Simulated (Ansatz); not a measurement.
## How settings move the G0W0 gap of Si (lonsdaleite)

Si, lonsdaleite, relaxed with r2SCAN; one-shot G0W0 in Ansatz without spin-orbit coupling. No spin polarisation and no zero-point or thermal motion.

```yaml
crystal:
  lattice:
    - [3.83213, 0.00000, 0.00000]
    - [-1.91606, 3.31872, 0.00000]
    - [0.00000, 0.00000, 6.34122]
  atoms:
    - { symbol: Si, position: [0.33333, 0.66667, 0.00056] }
    - { symbol: Si, position: [0.66667, 0.33333, 0.50056] }
    - { symbol: Si, position: [0.33333, 0.66667, 0.37444] }
    - { symbol: Si, position: [0.66667, 0.33333, 0.87444] }
```

Gaps are read over the mesh points alone. G0W0 here is at a finite number of bands, screening cutoff and k mesh, not at the basis limit.
```tsv
start	potentials	frequency model	mesh	empty bands	screening cutoff (eV)	Kohn-Sham gap (eV)	G0W0 gap (eV)	rough cost
PBE	PAW	contour deformation	6×6×2	131	80	0.42	0.78	50 core-seconds
PBE	PAW	contour deformation	6×6×2	303	140	0.42	0.89	5 core-minutes
PBE	PAW	contour deformation	6×6×2	557	210	0.42	0.93	16 core-minutes
PBE	PAW	contour deformation	6×6×4	131	80	0.42	0.78	2.3 core-minutes
PBE	PAW	Godby-Needs pole	6×6×2	303	140	0.42	0.86	5 core-minutes
PBE	norm-conserving	contour deformation	6×6×2	303	140	0.42	0.89	4 core-minutes
LDA	PAW	contour deformation	6×6×2	303	140	0.32	0.84	3 core-minutes
r2SCAN	PAW	contour deformation	6×6×2	303	140	0.61	1.01	4 core-minutes
```

Over the mesh points the PBE gap of 0.42 eV becomes a quasiparticle gap of 0.93 eV (Γ to M), a change of +0.51 eV. Renormalisation factors Z lie between 0.72 and 0.78.

Raising bands and cutoff together moves the gap by +0.11 eV (80 to 140 eV), then +0.04 eV (140 to 210 eV); the last step is still large, so the basis limit isn't reached. A 6×6×4 mesh in place of 6×6×2 changes the opening over PBE by -0.01 eV (the gap on the mesh by 0.00 eV). The Godby-Needs plasmon pole differs from contour deformation by -0.03 eV. Norm-conserving potentials (wave cutoff 490 eV against 420 eV) shift the quasiparticle gap by 0.00 eV and the PBE gap by 0.00 eV. Starting from LDA (0.32 eV against PBE's 0.42 eV) gives 0.84 eV, -0.05 eV from G0W0@PBE at the same screening cutoff. Starting from r2SCAN (0.61 eV against PBE's 0.42 eV) gives 1.01 eV, +0.12 eV from G0W0@PBE at the same screening cutoff. r2SCAN runs take a wave cutoff of 500 eV.
